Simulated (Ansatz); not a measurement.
# Pb (Fm-3m) in Ansatz: convergence with wavefunction cutoff

Aim: find how far wavefunction cutoff must go before the results for Pb settle, at r2SCAN. This setting moves, with any that are tied to it; all else stays.

Program: Ansatz 0.2.0. These are calculated values, not measurements. Logs are shortened: lines on timing, memory, paths and dates and some standing lists are left out, and cuts for length are marked.

### Step 1. The structure

It takes space group Fm-3m (No. 225, cubic). Conventional cell: a = 4.950 Å, b = 4.950 Å, c = 4.950 Å, α = 90.00°, β = 90.00°, γ = 90.00°. Pb (site symmetry m-3m) is surrounded by 12 Pb at 3.50 Å.

### Step 2. With wavefunction cutoff 200 eV

Input file input.yaml:

```yaml
crystal:
  lattice:
    - [0.0, 2.47502, 2.47502]
    - [2.47502, 0.0, 2.47502]
    - [2.47502, 2.47502, 0.0]
  atoms:
    - { symbol: Pb, position: [0.0, 0.0, 0.0] }
hamiltonian:
  xc: r2scan
  pseudopotentials: { kind: paw }
kpoints:
  mp_grid: { grid: [8, 8, 8] }
scf:
  occupations: { method: methfessel_paxton, width: 0.05 }
output:
  forces: true
  stress: true
  eigenvalues: true
basis:
  ecutwfc: "200 eV"
```

Potentials or basis: Ansatz PAW.

On the command line:

```bash
$ ansatz run input.yaml --threads 2 --pin off --max-ram 5632MiB --backend cpu --events-out ev --progress --plain --runs-dir out
```

Log:

```text
Warning: basis.ecutwfc = 200 eV is below the records' recommended 500 eV, and the density's cutoff is lower with it unless basis.ecutrho_ratio is high enough to keep the records' density cutoff: compare with a run at a higher cutoff
Warning: RAYON_NUM_THREADS=2 ignored (pool sized by the plan → 2); use --threads N
Engine: ansatz 0.2.0, aarch64-unknown-linux-gnu
Pseudopotentials: kind: paw
Pseudopotential: Pb, paw, valence charge 14, recommended cutoff 500 eV (meta_gga), Pb.paw.azcp
Functional definition: r2SCAN
  parameter k0 = 0.174
  parameter k1 = 0.065
  parameter a1 = 4.9479
  exchange = r2scan_x(k0 = k0, k1 = k1, a1 = a1)
  correlation = r2scan_c
Crystal: 1 atoms, lattice volume = 30.323 Å³
Basis set: ecut = 200 eV, 181 PW (Γ), exchange–correlation on 72×72×72 points (64 copies of the dense FFT grid, shifted against one another)
Bands: 11, of which v1, the nominal top of the filled ones, is band 7 counted from 1 (6 counted from 0)
Symmetry: 48 space group operations
Space group: Fm-3m (ITA 225), of the structure as read, at distance tolerance 3.1e-5 Å
k-points: 29 of 512
Non-local potential: Pb, projectors of the file, l = 0: 2, l = 1: 2, l = 2: 2, l = 3: 2
PAW form: soft (Blöchl's): semilocal exchange-correlation on the pseudo side does not see the compensation charge
PAW frozen core: Pb, regenerated for the run's functional (the file was generated under x = pbe(κ = 0.804, μ = 0.2195149727645171), c = pbe(β = 0.06672455060314922))
PAW one-centre angular grid: Pb, 590 points (default); XC on 160 Gauss nodes
Initial density: superposition of atomic densities (neutral atoms: chi_scale 0, normalization atom), corrected by the library's trained network
Initial wavefunctions: pseudopotential atomic-orbital guess
Functional: x = r2scan, c = r2scan; τ floored in thin density (d = 2e-4 eV/Å³)
SCF iter   1: F=—  HF=-11915.397508 eV  |F-HF|=—  |Δ(HF+E_count)|=         —  Δρ=6.49e-2  dr2=6.41e-1  dr2_τ=9.97e-2  ethr=1.77e-3  ⟨swp⟩=5.6  Hψ=1913  notcnv=0
preconditioner: auto → none  [insulator: Δε(μ)=0.321 eV  Ē_g=20.922 eV  σ=0.050 eV  W_gap=0.96  n_scr=8 (ndim 8)  ℏωp=25.2 eV  f_vac=0.000  D(μ)=0.66/eV (n_scr^D=0)  ε∞_Penn≈2.5]
SCF iter   2: F=—  HF=-11915.224018 eV  |F-HF|=—  |Δ(HF+E_count)|=   1.73e-1  S|Δr|=    0.00e0  Δρ=2.13e-2  dr2=4.67e-2  dr2_τ=6.03e-3  ethr=1.77e-3  ⟨swp⟩=2.1  Hψ=866  notcnv=0  defer=8
SCF iter   3: F=—  HF=-11915.235593 eV  |F-HF|=—  |Δ(HF+E_count)|=   1.16e-2  S|Δr|=    0.00e0  Δρ=5.82e-3  dr2=3.32e-3  dr2_τ=4.49e-4  ethr=3.34e-4  ⟨swp⟩=2.1  Hψ=551  notcnv=0  defer=8
SCF iter   4: F=—  HF=-11915.238311 eV  |F-HF|=—  |Δ(HF+E_count)|=   2.72e-3  S|Δr|=    0.00e0  Δρ=3.14e-4  dr2=1.55e-5  dr2_τ=1.43e-6  ethr=2.37e-5  ⟨swp⟩=2.0  Hψ=477  notcnv=0  defer=8
SCF iter   5: F=—  HF=-11915.238355 eV  |F-HF|=—  |Δ(HF+E_count)|=   4.33e-5  S|Δr|=    0.00e0  Δρ=4.46e-5  dr2=6.85e-7  dr2_τ=8.27e-9  ethr=1.11e-7  ⟨swp⟩=2.0  Hψ=510  notcnv=0  defer=8
SCF iter   6: F=-11915.238355 eV  HF=-11915.238355 eV  |F-HF|=1.50e-8  |Δ(HF+E_count)|=   3.74e-7  S|Δr|=    0.00e0  Δρ=4.44e-6  dr2=4.34e-9  dr2_τ=1.30e-10  ethr=7.14e-10  ⟨swp⟩=7.0  Hψ=1632  notcnv=0
SCF 1 converged in 6 iterations: F = -11915.238355 eV  dr2 = 4.34e-9
SCF converged after 6 iterations
Stability not checked: this state was not tested for a lower state beside it, because cold or Methfessel-Paxton smearing, or corrected tetrahedra, fill the levels in a way that the test cannot read (fill_not_monotonic; see scf.lower_state_search)
Free energy (F): -11915.238355 eV
Harris-Foulkes:  -11915.238355 eV  (|F-HF|=1.50e-8)
Internal energy: -11915.238375 eV  (E = F + TS)
E sigma→0 (E₀):  -11915.238360 eV
Entropy (-TS):   0.000020 eV (0.020 meV/atom)
Fermi energy:    10.934877 eV
--- Per-component energies (eV) ---
  E_band       = -52.024851
  E_kinetic    = 310.723437
  E_local      = -1003.708674  (includes V_loc(G=0)·N_el)
  E_nonlocal   = 324.015046
  E_hartree    = 391.116146
  E_xc         = -213.413089
  E_vxc        = -152.442535  (∫ρ·V_xc dr)
  E_paw        = -10417.877910  (= ΣΔE_a)
  E_vpaw       = -324.091295  (= ΣTr[D̂ρ^β])
  E_aug_tail   = 0.000920  (compensation charges beyond the density's cutoff)
  E_vtau       = 11.244698  (kinetic-family band-sum trace: ∫τ·v_τ [+ j·A + Jᵃ·Aᵃ] dr)
  E_ewald      = -1307.059754
  E_core_change = 0.965502  (= ΣΔE_core)
  E_smearing   = 0.000020  (= −TS)
  E_closure    = -0.000000  (closes the sum)
  Σ components = -11915.238355   (vs F -11915.238355, Δ=0.00e0)
--- Forces (eV/Å), atoms counted from 1 ---
  atom   1  Pb    -0.00000000     0.00000000    -0.00000000
  max |Σ_I F_I| component: 7.40e-32 eV/Å
--- Stress (GPa, compression-positive) ---
        1.507450       0.000000       0.000000
        0.000000       1.507450       0.000000
       -0.000000      -0.000000       1.507450
  P = ⅓ Tr σ = 1.5075 GPa (15.075 kbar)
--- Band table (eV; the first three rows and the last of 29) ---
  k-point 0: bands = ["-7.3473", "-7.3473", "-7.3473", "-7.2988", "-7.2988", "-1.4151", "19.2417", "19.2417", "19.2417", "21.4623", "22.9947"]
  k-point 1: bands = ["-7.3142", "-7.3142", "-7.2633", "-7.1991", "-7.1991", "-1.1015", "16.2682", "18.9074", "18.9074", "20.9890", "24.3483"]
  k-point 2: bands = ["-7.6058", "-7.4500", "-7.4500", "-7.3603", "-7.3603", "-0.1787", "11.8962", "18.0518", "18.0518", "20.6107", "23.2800"]
  k-point 28: bands = ["-7.6660", "-7.4755", "-7.4755", "-7.4639", "-7.4341", "3.8113", "9.6980", "9.6980", "11.5523", "22.7848", "23.9394"]
```

It took 0.59 s on 2 threads of Arm Neoverse V1, shared host; peak memory 0.27 GiB.

What came out:

| Property | Result |
| --- | --- |
| Free energy | -11915.2384 eV |
| Pressure | 1.5 GPa |
| Band gap on the k mesh | none (metal or under the smearing width) |

### Step 3. With wavefunction cutoff 250 eV

Changes to input.yaml since step 2:

```diff
@@ -19,2 +19,2 @@
 basis:
-  ecutwfc: "200 eV"
+  ecutwfc: "250 eV"
```

Potentials or basis: Ansatz PAW.

On the command line:

```bash
$ ansatz run input.yaml --threads 2 --pin off --max-ram 5632MiB --backend cpu --events-out ev --progress --plain --runs-dir out
```

Run time: 0.67 s. Hardware: 2 threads of Arm Neoverse V1, shared host; peak memory 0.28 GiB.

Results:

| Item | Value |
| --- | --- |
| Free energy | -11920.1730 eV |
| Pressure | 1.1 GPa |
| Band gap on the k mesh | none (metal or under the smearing width) |

### Step 4. With wavefunction cutoff 300 eV

Changes to input.yaml since step 3:

```diff
@@ -19,2 +19,2 @@
 basis:
-  ecutwfc: "250 eV"
+  ecutwfc: "300 eV"
```

On the command line:

```bash
$ ansatz run input.yaml --threads 2 --pin off --max-ram 5632MiB --backend cpu --events-out ev --progress --plain --runs-dir out
```

Wall time 0.77 s (2 threads of Arm Neoverse V1, shared host); peak memory 0.28 GiB.

Results:

```
Free energy            : -11920.8167 eV
Pressure               : 1.7 GPa
Band gap on the k mesh : none (metal or under the smearing width)
```

### Step 5. With wavefunction cutoff 350 eV

Changes to input.yaml since step 4:

```diff
@@ -19,2 +19,2 @@
 basis:
-  ecutwfc: "300 eV"
+  ecutwfc: "350 eV"
```

On the command line:

```bash
$ ansatz run input.yaml --threads 2 --pin off --max-ram 5632MiB --backend cpu --events-out ev --progress --plain --runs-dir out
```

It took 0.83 s on 2 threads of Arm Neoverse V1, shared host; peak memory 0.31 GiB.

Results:

```
Free energy            : -11920.8649 eV
Pressure               : 1.5 GPa
Band gap on the k mesh : none (metal or under the smearing width)
```

### Step 6. With wavefunction cutoff 400 eV

Changes to input.yaml since step 5:

```diff
@@ -19,2 +19,2 @@
 basis:
-  ecutwfc: "350 eV"
+  ecutwfc: "400 eV"
```

Potentials or basis: Ansatz PAW.

On the command line:

```bash
$ ansatz run input.yaml --threads 2 --pin off --max-ram 5632MiB --backend cpu --events-out ev --progress --plain --runs-dir out
```

Wall time 0.85 s (2 threads of Arm Neoverse V1, shared host); peak memory 0.31 GiB.

Results (log left out):

```yaml
Free_energy: -11920.8667 eV
Pressure: 1.5 GPa
Band_gap_on_the_k_mesh: none (metal or under the smearing width)
```

### Step 7. With wavefunction cutoff 450 eV

Changes to input.yaml since step 6:

```diff
@@ -19,2 +19,2 @@
 basis:
-  ecutwfc: "400 eV"
+  ecutwfc: "450 eV"
```

On the command line:

```bash
$ ansatz run input.yaml --threads 2 --pin off --max-ram 5632MiB --backend cpu --events-out ev --progress --plain --runs-dir out
```

Wall time 1.5 s (2 threads of Arm Neoverse V1, shared host); peak memory 0.33 GiB.

Results (log left out):

| Property | Result |
| --- | --- |
| Free energy | -11920.8675 eV |
| Pressure | 1.5 GPa |
| Band gap on the k mesh | none (metal or under the smearing width) |

### Step 8. With wavefunction cutoff 500 eV

Changes to input.yaml since step 7:

```diff
@@ -19,2 +19,2 @@
 basis:
-  ecutwfc: "450 eV"
+  ecutwfc: "500 eV"
```

On the command line:

```bash
$ ansatz run input.yaml --threads 2 --pin off --max-ram 5632MiB --backend cpu --events-out ev --progress --plain --runs-dir out
```

Wall time 1.1 s (2 threads of Arm Neoverse V1, shared host); peak memory 0.34 GiB.

Results (log left out):

```
Free energy            : -11920.8679 eV
Pressure               : 1.5 GPa
Band gap on the k mesh : none (metal or under the smearing width)
```

### Step 9. With wavefunction cutoff 600 eV

Changes to input.yaml since step 8:

```diff
@@ -19,2 +19,2 @@
 basis:
-  ecutwfc: "500 eV"
+  ecutwfc: "600 eV"
```

Potentials or basis: Ansatz PAW.

On the command line:

```bash
$ ansatz run input.yaml --threads 2 --pin off --max-ram 5632MiB --backend cpu --events-out ev --progress --plain --runs-dir out
```

It took 1.3 s on 2 threads of Arm Neoverse V1, shared host; peak memory 0.38 GiB.

The run converged. Its results:

```yaml
Free_energy: -11920.8680 eV
Pressure: 1.5 GPa
Band_gap_on_the_k_mesh: none (metal or under the smearing width)
```

### Step 10. With wavefunction cutoff 800 eV

Changes to input.yaml since step 9:

```diff
@@ -19,2 +19,2 @@
 basis:
-  ecutwfc: "600 eV"
+  ecutwfc: "800 eV"
```

On the command line:

```bash
$ ansatz run input.yaml --threads 2 --pin off --max-ram 5632MiB --backend cpu --events-out ev --progress --plain --runs-dir out
```

Run time: 2.1 s. Hardware: 2 threads of Arm Neoverse V1, shared host; peak memory 0.49 GiB.

It converged, with:

```yaml
Free_energy: -11920.8683 eV
Pressure: 1.5 GPa
Band_gap_on_the_k_mesh: none (metal or under the smearing width)
```

### Step 11. Result

| wavefunction cutoff | energy less the tightest run, at zero smearing (meV/atom) | pressure (GPa) | SCF cycles | CPU time (s) | peak memory (GiB) |
| --- | --- | --- | --- | --- | --- |
| 200 eV | 5629.95 | 1.51 | 6 | 0.94 | 0.27 |
| 250 eV | 695.29 | 1.06 | 6 | 1.1 | 0.28 |
| 300 eV | 51.58 | 1.72 | 5 | 1.3 | 0.28 |
| 350 eV | 3.39 | 1.51 | 5 | 1.4 | 0.31 |
| 400 eV | 1.61 | 1.52 | 5 | 1.4 | 0.31 |
| 450 eV | 0.77 | 1.52 | 5 | 2.2 | 0.33 |
| 500 eV | 0.45 | 1.52 | 5 | 2 | 0.34 |
| 600 eV | 0.34 | 1.51 | 5 | 2.3 | 0.38 |
| 800 eV | 0.00 | 1.51 | 5 | 3.9 | 0.49 |

Against the tightest run, the energy stays within 1 meV/atom from 450 eV on; the pressure stays within 0.1 GPa from 350 eV on. The tightest run that finished is the yardstick and may itself not be fully converged.

Caveats: the PAW data sets come from PBE, with cores solved anew for the run's functional, which leaves a small shift of forces and pressure.
